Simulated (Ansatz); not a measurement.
Deforming Si2W

```
CELL_PARAMETERS angstrom
-1.60600 1.60600 3.94000
1.60600 -1.60600 3.94000
1.60600 1.60600 -3.94000
ATOMIC_POSITIONS crystal
Si 0.33300 0.33300 0.00000
Si 0.66700 0.66700 0.00000
W 0.00000 0.00000 0.00000
```

Atoms are numbered in the order listed.

The cell is COD entry 1010283, as deposited and not checked against the literature; nothing was relaxed. It differs from other determinations.

Spin–orbit coupling is left out, though it moves levels of the heavy atoms by tenths of an eV or more.

Computed with DFT, PBE, all-electron LAPW, scalar-relativistic in Ansatz 0.2.0.

Numerical set-up: a Γ-centred 11×11×14 k mesh, Fermi–Dirac smearing of 0.05 eV, basis error target 1 meV/atom, no spin polarisation; this mesh doesn't keep the crystal's whole symmetry, which leaves small spurious terms.

The unchanged cell is at 1.66 GPa.

In a metal, stresses and small energies carry noise from the k mesh.

x, y and z are the Cartesian axes of the cell as listed; fractional coordinates follow a strain, and an engineering shear is twice the off-diagonal strain component.

**Question.** One change gave: energy change +3 meV/atom; stress change (xx, yy, zz, yz, xz, xy) 0.10, 0.10, 0.05, -2.01, -2.01, -2.01 GPa, compression positive. Which change was it?
A. equal xy, yz and zx engineering shear strains of +3 %
B. equal xy, yz and zx engineering shear strains of -1 %
C. equal xy, yz and zx engineering shear strains of -3 %
D. equal xy, yz and zx engineering shear strains of +1 %
E. equal xy, yz and zx engineering shear strains of -2 %
F. equal xy, yz and zx engineering shear strains of +2 %

**Answer.** D. For equal xy, yz and zx engineering shear strains of -2 %: energy change +11 meV/atom; stress change (xx, yy, zz, yz, xz, xy) 0.35, 0.35, 0.32, 4.30, 4.30, 4.29 GPa, compression positive; change of the force on Si1 (-0.036, -0.036, -0.017) eV/Å. For equal xy, yz and zx engineering shear strains of +3 %: energy change +22 meV/atom; stress change (xx, yy, zz, yz, xz, xy) 0.76, 0.76, 0.58, -5.70, -5.70, -5.78 GPa, compression positive; change of the force on Si1 (0.014, 0.014, -0.020) eV/Å. For equal xy, yz and zx engineering shear strains of -3 %: energy change +25 meV/atom; stress change (xx, yy, zz, yz, xz, xy) 0.80, 0.80, 0.73, 6.56, 6.56, 6.58 GPa, compression positive; change of the force on Si1 (-0.062, -0.062, -0.035) eV/Å. For equal xy, yz and zx engineering shear strains of -1 %: energy change +3 meV/atom; stress change (xx, yy, zz, yz, xz, xy) 0.08, 0.08, 0.09, 2.11, 2.11, 2.10 GPa, compression positive; change of the force on Si1 (-0.015, -0.015, -0.006) eV/Å. For equal xy, yz and zx engineering shear strains of +2 %: energy change +10 meV/atom; stress change (xx, yy, zz, yz, xz, xy) 0.35, 0.35, 0.24, -3.92, -3.92, -3.94 GPa, compression positive; change of the force on Si1 (0.014, 0.014, -0.006) eV/Å.
